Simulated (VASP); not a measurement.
Set up this calculation in VASP 6.6.1, as the native input.

```
Task                   : relaxation of cell and atoms
Functional             : PBE
Potentials or basis    : VASP PAW PBE potentials, release 64 (Hf_pv, O)
Cutoff                 : 600 eV
k mesh                 : 6 × 6 × 6
Occupations            : gaussian, width 0.03 eV
Spin                   : no spin polarisation
Further INCAR settings : ALGO = Normal; EDIFF = 1e-06; IBRION = 2; EDIFFG = -0.01; NSW = 90; ISIF = 3
```

The structure of HfO2 lies in POSCAR:

```
HfO2
1.0
    5.1180000000      0.0000000000      0.0000000000
    0.0000000000      5.1857000000      0.0000000000
   -0.8586630598      0.0000000000      5.2138671406
Hf O
4 8
Direct
    0.2755000000      0.0397000000      0.2080000000
    0.7245000000      0.5397000000      0.2920000000
    0.7245000000      0.9603000000      0.7920000000
    0.2755000000      0.4603000000      0.7080000000
    0.4487000000      0.7581000000      0.4801000000
    0.5513000000      0.2581000000      0.0199000000
    0.5513000000      0.2419000000      0.5199000000
    0.4487000000      0.7419000000      0.9801000000
    0.0742000000      0.3316000000      0.3467000000
    0.9258000000      0.8316000000      0.1533000000
    0.9258000000      0.6684000000      0.6533000000
    0.0742000000      0.1684000000      0.8467000000
```

One way to write it, as run:

INCAR

```
PREC     = Accurate       # precision mode
ENCUT    = 600            # plane-wave cutoff, eV
EDIFF    = 1E-6           # SCF threshold, eV
ISMEAR   = 0              # smearing method
SIGMA    = 0.03           # smearing width, eV
LREAL    = False          # projectors in reciprocal space
LASPH    = True           # aspherical terms in the spheres
NELM     = 80             # most SCF steps
ALGO     = Normal         # electronic algorithm
ISIF     = 3              # what is computed and relaxed
LWAVE    = False          # write WAVECAR
LCHARG   = False          # write CHGCAR
GGA      = PE             # functional
IBRION   = 2              # ionic algorithm
NSW      = 90             # ionic steps
EDIFFG   = -0.01          # ionic threshold
KPAR     = 4
```

KPOINTS

```
regular mesh
0
Gamma
  6 6 6
```

Potentials or basis: VASP PAW PBE potentials, release 64 (Hf_pv, O).

Launch:

```console
$ cat potpaw_PBE.64/Hf_pv/POTCAR potpaw_PBE.64/O/POTCAR > POTCAR
$ mpirun -np 4 vasp_std > vasp.out
```

Results of the run:

```json
{
  "Relaxed volume": "11.66 Å³/atom",
  "Relaxed cell": "a = 5.139 Å, b = 5.190 Å, c = 5.321 Å, α = 90.00°, β = 99.69°, γ = 90.00°",
  "Space group after relaxing (to 0.05 Å)": "P2_1/c (No. 14)",
  "Energy gained by relaxing": "3.2 meV/atom",
  "Ionic steps": "24",
  "Pressure after relaxing": "0.0 GPa",
  "Largest force after relaxing": "0.009 eV/Å",
  "Band gap on the k mesh": "4.03 eV, indirect (least direct gap 4.12 eV)"
}
```

Caveat: spin-orbit coupling is left out, which moves the levels of the heavy elements.

It took 17 min on 4 MPI ranks on Intel(R) Xeon(R) 6975P-C (Granite Rapids), with other jobs on the host, peak memory 0.64 GiB a rank.
